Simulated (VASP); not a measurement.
These are PBEsol GGA, VASP's PBE PAW potentials (set 64) (plane waves; VASP) values and carry that method's errors.

VASP ran on this input.

### INCAR
```
LMAXMIX  =  4   ! l cut-off of mixed one-centre charges
LREAL  =  .FALSE.
GGA  =  PS   ! PBEsol
LCHARG  =  .FALSE.
LASPH  =  .TRUE.
ICHARG  =  11
ISMEAR  =  0   ! Gaussian
ALGO  =  Normal   ! blocked Davidson
LWAVE  =  .FALSE.
SYSTEM  =  NaBr
ENCUT  =  520   ! plane-wave cut-off (eV)
EDIFF  =  1E-7
LORBIT  =  11   ! lm-projected
NELM  =  100   ! most electronic steps
SIGMA  =  0.05
PREC  =  Accurate
```

**KPOINTS**
```
k-points along high-symmetry lines
15
Line-mode
Reciprocal
  0.000000   0.000000   0.000000 ! GAMMA
  0.500000   0.000000   0.500000 ! X

  0.500000   0.000000   0.500000 ! X
  0.625000   0.250000   0.625000 ! U

  0.375000   0.375000   0.750000 ! K
  0.000000   0.000000   0.000000 ! GAMMA

  0.000000   0.000000   0.000000 ! GAMMA
  0.500000   0.500000   0.500000 ! L

  0.500000   0.500000   0.500000 ! L
  0.500000   0.250000   0.750000 ! W

  0.500000   0.250000   0.750000 ! W
  0.500000   0.000000   0.500000 ! X
```

File POSCAR:
```
NaBr
1.0
  0.0000000000   2.9665225587   2.9665225587
  2.9665225587   0.0000000000   2.9665225587
  2.9665225587   2.9665225587   0.0000000000
Na Br
1 1
direct
  0.0000000000   0.0000000000   0.0000000000
  0.5000000000   0.5000000000   0.5000000000
```

POTCAR, in this order: Na_pv Br (PBE.64 set). Program: vasp_std. Read from the step before: CHGCAR.

The run wrote:

File OSZICAR:
```
       N       E                     dE             d eps       ncg     rms          rms(c)
DAV:   1     0.876365468279E+02    0.87637E+02   -0.72284E+03  1986   0.123E+03
DAV:   2     0.160133589276E+01   -0.86035E+02   -0.80226E+02  2235   0.262E+02
DAV:   3    -0.577060237820E+01   -0.73719E+01   -0.73249E+01  2391   0.756E+01
DAV:   4    -0.592534638180E+01   -0.15474E+00   -0.15462E+00  2215   0.121E+01
DAV:   5    -0.592755133457E+01   -0.22050E-02   -0.22048E-02  2327   0.143E+00
DAV:   6    -0.592760056569E+01   -0.49231E-04   -0.49231E-04  2237   0.237E-01
DAV:   7    -0.592760209320E+01   -0.15275E-05   -0.15275E-05  2368   0.400E-02
DAV:   8    -0.592760214647E+01   -0.53270E-07   -0.53247E-07  2232   0.776E-03
   1 F= -.59276021E+01 E0= -.59276021E+01  d E =-.415855E-19
```

OUTCAR:
```
 val. band max:       -0.7145508530   @ k =   0.0000   0.0000   0.0000

 cond. band min:       3.3409428892   @ k =   0.0000   0.0000   0.0000



 k-point     1 :       0.0000    0.0000    0.0000
  band No.  band energies     occupation
      1     -22.0632      2.00000
      2     -22.0632      2.00000
      3     -22.0632      2.00000
      4     -13.5814      2.00000
      5      -0.7146      2.00000
      6      -0.7146      2.00000
      7      -0.7146      2.00000
      8       3.3409      0.00000
      9       9.0275      0.00000
     10       9.0275      0.00000
     11       9.0275      0.00000

 k-point     2 :       0.0357    0.0000    0.0357
  band No.  band energies     occupation
      1     -22.0634      2.00000
      2     -22.0633      2.00000
      3     -22.0633      2.00000
      4     -13.5767      2.00000
      5      -0.7618      2.00000
      6      -0.7248      2.00000
      7      -0.7248      2.00000
      8       3.4110      0.00000
      9       8.9313      0.00000
     10       9.0594      0.00000
     11       9.0594      0.00000

 k-point     3 :       0.0714    0.0000    0.0714
  band No.  band energies     occupation
      1     -22.0641      2.00000
      2     -22.0635      2.00000
      3     -22.0635      2.00000
      4     -13.5627      2.00000
      5      -0.8924      2.00000
      6      -0.7548      2.00000
      7      -0.7548      2.00000
      8       3.6095      0.00000
      9       8.6854      0.00000
     10       9.1538      0.00000
     11       9.1538      0.00000

 k-point     4 :       0.1071    0.0000    0.1071
  band No.  band energies     occupation
      1     -22.0650      2.00000
      2     -22.0637      2.00000
      3     -22.0637      2.00000
      4     -13.5402      2.00000
      5      -1.0809      2.00000
      6      -0.8022      2.00000
      7      -0.8022      2.00000
      8       3.9077      0.00000
      9       8.3647      0.00000
     10       9.3074      0.00000
...
```

The density is held fixed in this step, so its total energy and stress have no physical meaning.

The compound is NaBr in the rock salt structure. It was relaxed first.
